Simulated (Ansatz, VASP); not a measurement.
## Al in VASP and in Ansatz

Contents of INCAR:

```
SYSTEM = Al
PREC = Accurate ; ENCUT = 520
EDIFF = 1E-7 ; ISMEAR = 0
SIGMA = 0.15 ; LREAL = .False.
LASPH = .True. ; NELM = 100
ALGO = Fast ; ISIF = 2
LWAVE = .False. ; LCHARG = .True.
GGA = PE ; LELF = .True.
LVHAR = .True. ; NBANDS = 8
```

File KPOINTS:

```
regular mesh
0
Gamma
  20 20 20
  0 0 0
```

POSCAR

```
Al
1.0
   -1.5912186900      1.5932077134      1.5932077134
    1.5912186900     -1.5892296666      1.5892296666
    1.5912186900      1.5892296666     -1.5892296666
Al
1
Direct
    0.0000000000      0.0000000000      0.0000000000
```

Input for Ansatz:

```yaml
crystal:
  lattice:
    - [-1.59121869, 1.5932077134, 1.5932077134]
    - [1.59121869, -1.5892296666, 1.5892296666]
    - [1.59121869, 1.5892296666, -1.5892296666]
  atoms:
    - { symbol: Al, position: [0.0, 0.0, 0.0] }
basis:
  ecutwfc: 420
kpoints:
  mp_grid: { grid: [20, 20, 20] }
hamiltonian:
  xc: pbe
scf:
  occupations: { method: gaussian, width: 0.15 }
output:
  forces: true
  stress: true
  eigenvalues: true
```

Change from the starting cell: strain +0.0025 x Voigt [0, 0, 0, 1, 0, 0], atoms carried along.

Alike in both runs: task single point; functional PBE; k mesh 20 × 20 × 20; occupations gaussian, width 0.15 eV; no spin polarisation.

```csv
,VASP,Ansatz
version,VASP 6.6.1,Ansatz 0.2.0
potentials or method,"VASP PAW PBE potentials, release 64 (Al)","scalar-relativistic, plane waves, PAW"
plane-wave cutoff (eV),520,420
valence electrons in the cell,3,3
```

```csv
,VASP,Ansatz,Ansatz less VASP
gap on the k mesh at the Fermi level (eV),none,none,-
pressure (GPa),3.8,3.8,+0.02
largest component of the traceless stress (GPa),0.10,0.10,0.000
```

A gap of «none» marks a metal or a gap that the smearing closes. With one functional, cell and mesh, what is left measures potentials, basis and numerics.
